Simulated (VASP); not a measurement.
# SnTe (Fm-3m) in VASP: single point with PBEsol

Aim: the single point of SnTe with PBEsol.

All numbers are computed with VASP 6.6.1; they aren't measurements. Logs are shortened: lines on timing, memory, paths and dates and some standing lists are left out, and cuts for length are marked.

**Measured values to compare with.**

From a printed reference work, textbook, for a bulk crystal of SnTe at 300 K: band gap 0.18 eV (direct).

The runs below are set against these values where they give the same quantity.

## Step 1: The cell of the first run

The structure is cubic, space group Fm-3m (No. 225). The conventional cell has a = 6.302 Å, b = 6.302 Å, c = 6.302 Å, α = 90.00°, β = 90.00°, γ = 90.00°. Sn (site symmetry m-3m) has 6 Te at 3.15 Å within 4.1 Å. Te (site symmetry m-3m) has 6 Sn at 3.15 Å within 4.1 Å.

## Step 2: Single point, PBEsol

Contents of INCAR:

```
SYSTEM = SnTe
PREC = Accurate ; ENCUT = 520
EDIFF = 1E-6 ; ISMEAR = 0
SIGMA = 0.01 ; LREAL = .FALSE.
LASPH = .TRUE. ; NELM = 100
ALGO = Normal ; ISIF = 2
LWAVE = .FALSE. ; LCHARG = .FALSE.
GGA = PS ; NBANDS = 17
```

Contents of KPOINTS:

```
regular mesh
0
G
  6 6 6
  0 0 0
```

Contents of POSCAR:

```
SnTe
1.0
    0.0000000000      3.1508500000      3.1508500000
    3.1508500000      0.0000000000      3.1508500000
    3.1508500000      3.1508500000      0.0000000000
Sn Te
1 1
Direct
    0.0000000000      0.0000000000      0.0000000000
    0.5000000000      0.5000000000      0.5000000000
```

Potentials or basis: VASP PAW PBE potentials, release 64 (Sn_d, Te).

The run is started by

```bash
> cat potpaw_PBE.64/Sn_d/POTCAR potpaw_PBE.64/Te/POTCAR > POTCAR
> mpirun -np 1 vasp_std > vasp.out
```

OUTCAR:

```text
SYSTEM = SnTe
   PREC = Accurate
   ENCUT = 520
   EDIFF = 1E-6
   ISMEAR = 0
   LREAL = .FALSE.
   LASPH = .TRUE.
   NELM = 100
   ISIF = 2
   GGA = PS

 ion  position               nearest neighbor table
   1  0.000  0.000  0.000-   2 3.15   2 3.15   2 3.15   2 3.15   2 3.15   2 3.15
   2  0.500  0.500  0.500-   1 3.15   1 3.15   1 3.15   1 3.15   1 3.15   1 3.15

  LATTYP: Found a face centered cubic cell.
 ALAT       =     6.3017000000

  Lattice vectors:

 A1 = (   0.0000000000,   3.1508500000,   3.1508500000)
 A2 = (   3.1508500000,   0.0000000000,   3.1508500000)
 A3 = (   3.1508500000,   3.1508500000,   0.0000000000)

Analysis of symmetry for initial positions (statically):
=====================================================================
 Subroutine PRICEL returns:
 Original cell was already a primitive cell.

 Routine SETGRP: Setting up the symmetry group for a
 face centered cubic supercell.

 Subroutine GETGRP returns: Found 48 space group operations
 (whereof 48 operations were pure point group operations)
 out of a pool of 48 trial point group operations.

The static configuration has the point symmetry O_h .

Analysis of symmetry for dynamics (positions and initial velocities):
=====================================================================
 Subroutine PRICEL returns:
 Original cell was already a primitive cell.

 Routine SETGRP: Setting up the symmetry group for a
 face centered cubic supercell.

 Subroutine GETGRP returns: Found 48 space group operations
 (whereof 48 operations were pure point group operations)
 out of a pool of 48 trial point group operations.

The dynamic configuration has the point symmetry O_h .

 Subroutine INISYM returns: Found 48 space group operations
 (whereof 48 operations are pure point group operations),
 and found     1 'primitive' translations

----------------------------------------------------------------------------------------

                                     Primitive cell

  volume of cell :      62.5624

  direct lattice vectors                    reciprocal lattice vectors
     0.000000000  3.150850000  3.150850000    -0.158687338  0.158687338  0.158687338
     3.150850000  0.000000000  3.150850000     0.158687338 -0.158687338  0.158687338
     3.150850000  3.150850000  0.000000000     0.158687338  0.158687338 -0.158687338

  length of vectors
     4.455974803  4.455974803  4.455974803     0.274854533  0.274854533  0.274854533

  position of ions in fractional coordinates (direct lattice)
     0.000000000  0.000000000  0.000000000
     0.500000000  0.500000000  0.500000000

  ion indices of the primitive-cell ions
   primitive index   ion index
                 1           1
                 2           2

----------------------------------------------------------------------------------------

 KPOINTS: regular mesh

Automatic generation of k-mesh.
 Grid dimensions read from file:
 generate k-points for:    6    6    6

 Generating k-lattice:

  Cartesian coordinates                     Fractional coordinates (reciprocal lattice)
    -0.026447890  0.026447890  0.026447890     0.166666667  0.000000000  0.000000000
     0.026447890 -0.026447890  0.026447890     0.000000000  0.166666667  0.000000000
     0.026447890  0.026447890 -0.026447890     0.000000000  0.000000000  0.166666667

  Length of vectors
     0.045809089  0.045809089  0.045809089

  Shift w.r.t. Gamma in fractional coordinates (k-lattice)
     0.000000000  0.000000000  0.000000000

 Subroutine IBZKPT returns following result:
 ===========================================

 Found     16 irreducible k-points:

 Following reciprocal coordinates:
            Coordinates               Weight
  0.000000  0.000000  0.000000      1.000000
  0.166667  0.000000  0.000000      8.000000
  0.333333  0.000000  0.000000      8.000000
  0.500000  0.000000  0.000000      4.000000
  0.166667  0.166667  0.000000      6.000000
  0.333333  0.166667  0.000000     24.000000
[... 8 lines left out ...]
 -0.333333  0.333333  0.166667     24.000000
 -0.333333  0.500000  0.166667     12.000000
   k-points           NKPTS =     16   k-points in BZ     NKDIM =     16   number of bands    NBANDS=     17
   number of dos      NEDOS =    301   number of ions     NIONS =      2
   total plane-waves  NPLWV =  46656
   dimension x,y,z NGX =    36 NGY =   36 NGZ =   36
   dimension x,y,z NGXF=    72 NGYF=   72 NGZF=   72
   ions per type =               1   1
   NGX,Y,Z   is equivalent  to a cutoff of  13.43, 13.43, 13.43 a.u.
   NGXF,Y,Z  is equivalent  to a cutoff of  26.86, 26.86, 26.86 a.u.
 SYSTEM =  SnTe
   PREC   = accura    normal or accurate (medium, high low for compatibility)
   ISTART =      0    job   : 0-new  1-cont  2-samecut
   ICHARG =      2    charge: 1-file 2-atom 10-const
   ISPIN  =      1    spin polarized calculation?
   LNONCOLLINEAR =      F non collinear calculations
   LSORBIT =      F    spin-orbit coupling
   LASPH  =      T    aspherical Exc in radial PAW
   ENCUT  =  520.0 eV  38.22 Ry    6.18 a.u.   8.29  8.29  8.29*2*pi/ulx,y,z
   NELM   =    100;   NELMIN=  2; NELMDL= -5     # of ELM steps
   EDIFF  = 0.1E-05   stopping-criterion for ELM
   LREAL  =      F    real-space projection
   EDIFFG = 0.1E-04   stopping-criterion for IOM
   NSW    =      0    number of steps for IOM
   IBRION =     -1    ionic relax: 0-MD 1-quasi-New 2-CG
   NFREE  =      0    steps in history (QN), initial steepest desc. (CG)
   ISIF   =      2    stress and relaxation
   ISYM   =      2    0-nonsym 1-usesym 2-fastsym
   POTIM  = 0.5000    time-step for ionic-motion
   TEBEG  =    0.0;   TEEND  =   0.0 temperature during run
   PSTRESS=    0.0 pullay stress
   NELECT =      20.0000    total number of electrons
   NUPDOWN=      -1.0000    fix difference up-down
   EMIN   =  10.00;   EMAX   =-10.00  energy-range for DOS
   EFERMI =   0.00;   METHOD = LEGACY
   ISMEAR =     0;   SIGMA  =   0.01  broadening in eV -4-tet -1-fermi 0-gaus
   EFERMI_NEDOS =   21; number of points for ismear=-14 and -15
   IALGO  =     38    algorithm
   IMIX   =      4    mixing-type and parameters
     AMIX     =   0.40;   BMIX     =  1.00
     AMIX_MAG =   1.60;   BMIX_MAG =  1.00
  volume/ion in A,a.u.               =      31.28       211.10
  Fermi-wavevector in a.u.,A,eV,Ry     =   1.119387  2.115336 17.048485  1.253028
  Thomas-Fermi vector in A             =   2.256026
   LORBIT       =      0    0 simple, 1 ext, 2 COOP (PROOUT), +10 PAW based schemes
   GGA     = PS    functional components
   LHFCALC =     F    Hartree Fock is set to
   AEXX    =    0.0000 exact exchange contribution
   IVDW    =     0    specifies the selected vdW correction
   LEPSILON=     F    determine dielectric tensor
   LRPA    =     F    only Hartree local field effects (RPA)
 non-spin polarized calculation
 Gauss-broadening in eV      SIGMA  =   0.01
  energy-cutoff  :      520.00
  volume of cell :       62.56
 maximum number of plane-waves:      1700
 NGX is ok and might be reduce to    36
   NGX = 17   NGY = 17   NGZ = 17

 number of electron      19.9999998 magnetization

 Free energy of the ion-electron system (eV)
  ---------------------------------------------------
  ext. energy  EPLUGINS =         0.00000000
  ---------------------------------------------------
  free energy    TOTEN  =        -8.34051089 eV

  energy without entropy =       -8.34051089  energy(sigma->0) =       -8.34051089

 E-fermi :   6.8384     XC(G=0):  -9.6573

 val. band max:        6.7479597336   @ k =   0.5000   0.0000   0.0000
 cond. band min:       6.8898408759   @ k =   0.5000   0.0000   0.0000
 fundamental gap:      0.1418811423
 Fermi energy:         6.8383932143

 k-point     1 :       0.0000    0.0000    0.0000
  band No.  band energies     occupation
      1     -14.9960      2.00000
      2     -14.9960      2.00000
      3     -14.9887      2.00000
      4     -14.9887      2.00000
      5     -14.9887      2.00000
      6      -6.0205      2.00000
[... 9 lines left out ...]
     16      11.5169      0.00000
     17      13.4866      0.00000

 k-point     2 :       0.1667    0.0000    0.0000
  band No.  band energies     occupation
      1     -14.9972      2.00000
      2     -14.9972      2.00000
      3     -14.9883      2.00000
      4     -14.9872      2.00000
      5     -14.9872      2.00000
      6      -5.7885      2.00000
[... 9 lines left out ...]
     16      12.0780      0.00000
     17      15.2188      0.00000

 k-point     3 :       0.3333    0.0000    0.0000
  band No.  band energies     occupation
      1     -14.9998      2.00000
      2     -14.9998      2.00000
      3     -14.9875      2.00000
      4     -14.9835      2.00000
      5     -14.9835      2.00000
      6      -5.1839      2.00000
[... 9 lines left out ...]
     16      13.6057      0.00000
     17      17.4065      0.00000

 k-point     4 :       0.5000    0.0000    0.0000
  band No.  band energies     occupation
      1     -15.0013      2.00000
      2     -15.0013      2.00000
      3     -14.9871      2.00000
      4     -14.9816      2.00000
      5     -14.9816      2.00000
      6      -4.7336      2.00000
[... 9 lines left out ...]
     16      15.6392      0.00000
     17      15.6392      0.00000

 k-point     5 :       0.1667    0.1667    0.0000
  band No.  band energies     occupation
      1     -14.9999      2.00000
      2     -14.9949      2.00000
      3     -14.9897      2.00000
      4     -14.9861      2.00000
      5     -14.9861      2.00000
      6      -5.7126      2.00000
[... 9 lines left out ...]
     16      12.9550      0.00000
     17      13.9800      0.00000

 k-point     6 :       0.3333    0.1667    0.0000
  band No.  band energies     occupation
      1     -15.0033      2.00000
      2     -14.9957      2.00000
      3     -14.9893      2.00000
      4     -14.9836      2.00000
      5     -14.9827      2.00000
      6      -5.2327      2.00000
[... 9 lines left out ...]
     16      14.4570      0.00000
     17      15.8622      0.00000

 k-point     7 :       0.5000    0.1667    0.0000
  band No.  band energies     occupation
      1     -15.0041      2.00000
      2     -14.9986      2.00000
      3     -14.9869      2.00000
      4     -14.9826      2.00000
      5     -14.9808      2.00000
      6      -4.6743      2.00000
[... 9 lines left out ...]
     16      15.7204      0.00000
     17      16.2185      0.00000

 k-point     8 :      -0.3333    0.1667    0.0000
  band No.  band energies     occupation
      1     -15.0016      2.00000
      2     -15.0002      2.00000
      3     -14.9861      2.00000
      4     -14.9828      2.00000
      5     -14.9826      2.00000
      6      -4.8239      2.00000
[... 9 lines left out ...]
     16      14.8827      0.00000
     17      16.6146      0.00000

 k-point     9 :      -0.1667    0.1667    0.0000
  band No.  band energies     occupation
      1     -14.9994      2.00000
      2     -14.9980      2.00000
      3     -14.9878      2.00000
      4     -14.9858      2.00000
      5     -14.9842      2.00000
      6      -5.4288      2.00000
[... 9 lines left out ...]
     16      14.2171      0.00000
     17      14.6178      0.00000

 k-point    10 :       0.3333    0.3333    0.0000
  band No.  band energies     occupation
      1     -15.0089      2.00000
      2     -14.9924      2.00000
      3     -14.9917      2.00000
      4     -14.9805      2.00000
      5     -14.9805      2.00000
      6      -4.9411      2.00000
[... 9 lines left out ...]
     16      15.7198      0.00000
     17      16.0335      0.00000

 k-point    11 :       0.5000    0.3333    0.0000
  band No.  band energies     occupation
      1     -15.0105      2.00000
      2     -14.9935      2.00000
      3     -14.9906      2.00000
      4     -14.9796      2.00000
      5     -14.9789      2.00000
      6      -4.5241      2.00000
[... 9 lines left out ...]
     16      16.3100      0.00000
     17      16.9225      0.00000

 k-point    12 :      -0.3333    0.3333    0.0000
  band No.  band energies     occupation
      1     -15.0067      2.00000
      2     -14.9971      2.00000
      3     -14.9865      2.00000
      4     -14.9822      2.00000
      5     -14.9803      2.00000
      6      -4.4492      2.00000
[... 9 lines left out ...]
     16      14.4194      0.00000
     17      16.7370      0.00000

 k-point    13 :       0.5000    0.5000    0.0000
  band No.  band energies     occupation
      1     -15.0140      2.00000
      2     -14.9927      2.00000
      3     -14.9912      2.00000
      4     -14.9776      2.00000
      5     -14.9776      2.00000
      6      -4.4303      2.00000
[... 9 lines left out ...]
     16      17.2946      0.00000
     17      17.8550      0.00000

 k-point    14 :       0.5000    0.3333    0.1667
  band No.  band energies     occupation
      1     -15.0060      2.00000
      2     -14.9962      2.00000
      3     -14.9884      2.00000
      4     -14.9821      2.00000
      5     -14.9806      2.00000
      6      -4.7567      2.00000
[... 9 lines left out ...]
     16      15.1353      0.00000
     17      15.8145      0.00000

 k-point    15 :      -0.3333    0.3333    0.1667
  band No.  band energies     occupation
      1     -15.0065      2.00000
      2     -14.9973      2.00000
      3     -14.9854      2.00000
      4     -14.9845      2.00000
      5     -14.9791      2.00000
      6      -4.4487      2.00000
[... 9 lines left out ...]
     16      16.6520      0.00000
     17      16.7261      0.00000

 k-point    16 :      -0.3333    0.5000    0.1667
  band No.  band energies     occupation
      1     -15.0101      2.00000
      2     -14.9946      2.00000
      3     -14.9890      2.00000
      4     -14.9815      2.00000
      5     -14.9776      2.00000
      6      -4.3641      2.00000
[... 9 lines left out ...]
     16      16.8915      0.00000
     17      17.9832      0.00000

------------------------ aborting loop because EDIFF is reached ----------------------------------------

  FORCE on cell =-STRESS in cart. coord.  units (eV):
  Direction    XX          YY          ZZ          XY          YZ          ZX
  --------------------------------------------------------------------------------------
  -------------------------------------------------------------------------------------
  Total       -0.1517465     -0.1517465     -0.1517465      0.0000000      0.0000000     -0.0000000
  in kB       -3.8861202     -3.8861202     -3.8861202      0.0000000      0.0000000     -0.0000000
  external PRESSURE =      -3.8861202 kB  Pullay stress =       0.0000000 kB

 VOLUME and BASIS-vectors are now :
 -----------------------------------------------------------------------------
  energy-cutoff  :      520.00
  volume of cell :       62.56
      direct lattice vectors                 reciprocal lattice vectors
     0.000000000  3.150850000  3.150850000    -0.158687338  0.158687338  0.158687338
     3.150850000  0.000000000  3.150850000     0.158687338 -0.158687338  0.158687338
     3.150850000  3.150850000  0.000000000     0.158687338  0.158687338 -0.158687338

 POSITION                                       TOTAL-FORCE (eV/Angst)
 -----------------------------------------------------------------------------------
      0.00000      0.00000      0.00000        -0.000000      0.000000     -0.000000
      3.15085      3.15085      3.15085         0.000000      0.000000      0.000000
 -----------------------------------------------------------------------------------
    total drift:                               -0.000000      0.000000      0.000000

  FREE ENERGIE OF THE ION-ELECTRON SYSTEM (eV)
  ---------------------------------------------------
  free  energy   TOTEN  =        -8.3405108904 eV

  energy  without entropy=       -8.3405108904  energy(sigma->0) =       -8.34051089
```

Wall time 11 s (1 thread of Intel Xeon 6975P-C, shared host); peak memory 0.2 GiB.

Results:

| Quantity | Value |
| --- | --- |
| Free energy | -8.3405 eV |
| Pressure | -0.4 GPa |
| Band gap on the k mesh | 0.14 eV, direct |

Caveat: the PAW data sets were made with another functional, which shifts forces and pressure a little; spin-orbit coupling is left out, which moves the levels of the heavy elements.

## Step 3: Comparison with measurements

Step 2. Measured gap of SnTe: 0.18 eV (direct; 300 K; a printed reference work, textbook). This calculation gives 0.14 eV (-0.04 eV). Spin-orbit coupling on Sn, Te is left out. The value is that of PBEsol on a finite k mesh, which can miss the band edges, without temperature or zero-point motion. Semilocal functionals fall short of measured gaps as a rule.
